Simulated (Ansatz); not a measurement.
Before relaxation, clean slab, lower half held (AlRu, Pm-3m (No. 221), (1 0 0) face):

```yaml
crystal:
  lattice:
    - [2.97641, 0.00000, 0.00000]
    - [0.00000, 2.97641, 0.00000]
    - [0.00000, 0.00000, 24.44102]
  atoms:
    - { symbol: Ru, position: [0.50000, 0.50000, 0.34778] }
    - { symbol: Al, position: [0.00000, 0.00000, 0.40867] }
    - { symbol: Ru, position: [0.50000, 0.50000, 0.46956] }
    - { symbol: Al, position: [0.00000, 0.00000, 0.53044] }
    - { symbol: Ru, position: [0.50000, 0.50000, 0.59133] }
    - { symbol: Al, position: [0.00000, 0.00000, 0.65222] }
```

Method: Ansatz, DFT PBEsol, scalar-relativistic, plane waves, PAW. Settings: cutoff 420 eV, Γ-centred mesh 10×10×1 on the computed 6-atom cell, Gaussian smearing of 0.10 eV; no spin polarisation. The cell repeats along c with a dipole correction in the vacuum.

Atoms 1, 2, 3 (counted from 1) are held. The cell is fixed. Force threshold 0.03 eV/Å.

Q: Where does it end?

A: The energy falls by 0.183 eV in 5 steps, to:

```yaml
crystal:
  lattice:
    - [2.97641, 0.00000, 0.00000]
    - [0.00000, 2.97641, 0.00000]
    - [0.00000, 0.00000, 24.44102]
  atoms:
    - { symbol: Ru, position: [0.50000, 0.50000, 0.34778] }
    - { symbol: Al, position: [0.00000, 0.00000, 0.40867] }
    - { symbol: Ru, position: [0.50000, 0.50000, 0.46956] }
    - { symbol: Al, position: [0.00000, 0.00000, 0.52963] }
    - { symbol: Ru, position: [0.50000, 0.50000, 0.59230] }
    - { symbol: Al, position: [0.00000, 0.00000, 0.64368] }
```